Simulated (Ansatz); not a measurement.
**Response of TaN to small distortions**

```xyz
2
Lattice="0.0000 2.1790 2.1790 2.1790 0.0000 2.1790 2.1790 2.1790 0.0000" Properties=species:S:1:pos:R:3 pbc="T T T"
Ta    2.1790    2.1790    2.1790
N     0.0000    0.0000    0.0000
```

Atom numbers follow the list: Ta1, N2.

The cell comes from COD entry 2310957, which wasn't checked; take it as a given geometry.

Spin–orbit coupling is left out, though it moves levels of the heavy atoms by tenths of an eV or more.

All numbers below come from DFT, PBE, all-electron LAPW, scalar-relativistic in Ansatz 0.2.0.

Numerical set-up: a Γ-centred 9×9×9 k mesh, Fermi–Dirac smearing of 0.02 eV, basis error target 0.5 meV/atom, no spin polarisation.

The unchanged cell is at 14.51 GPa.

In a metal, stresses and small energies carry noise from the k mesh.

x, y and z are the Cartesian axes of the cell as listed; fractional coordinates follow a strain, and an engineering shear is twice the off-diagonal strain component.

With equal xy, yz and zx engineering shear strains of -3 %: energy change +6 meV/atom; stress change (xx, yy, zz, yz, xz, xy) 0.37, 0.37, 0.37, 2.13, 2.13, 2.13 GPa, compression positive.

Problem. With this change (equal xy, yz and zx engineering shear strains of -1 %), what becomes of the energy and stress?

Solution. Energy change under 1 meV/atom; stress change (xx, yy, zz, yz, xz, xy) 0.05, 0.05, 0.05, 0.61, 0.61, 0.61 GPa, compression positive.

Problem. With this change (equal xy, yz and zx engineering shear strains of +2 %), what becomes of the energy and stress?

Solution. Energy change +3 meV/atom; stress change (xx, yy, zz, yz, xz, xy) 0.21, 0.21, 0.21, -1.14, -1.14, -1.14 GPa, compression positive.

Problem. With this change (equal xy, yz and zx engineering shear strains of -2 %), what becomes of the energy and stress?

Solution. Energy change +2 meV/atom; stress change (xx, yy, zz, yz, xz, xy) 0.17, 0.17, 0.17, 0.81, 0.81, 0.81 GPa, compression positive.

Problem. With this change (equal xy, yz and zx engineering shear strains of +1 %), what becomes of the energy and stress?

Solution. Energy change under 1 meV/atom; stress change (xx, yy, zz, yz, xz, xy) 0.07, 0.07, 0.07, -0.83, -0.83, -0.83 GPa, compression positive.

Problem. With this change (equal xy, yz and zx engineering shear strains of +3 %), what becomes of the energy and stress?

Solution. Energy change +7 meV/atom; stress change (xx, yy, zz, yz, xz, xy) 0.43, 0.43, 0.43, -2.26, -2.26, -2.26 GPa, compression positive.
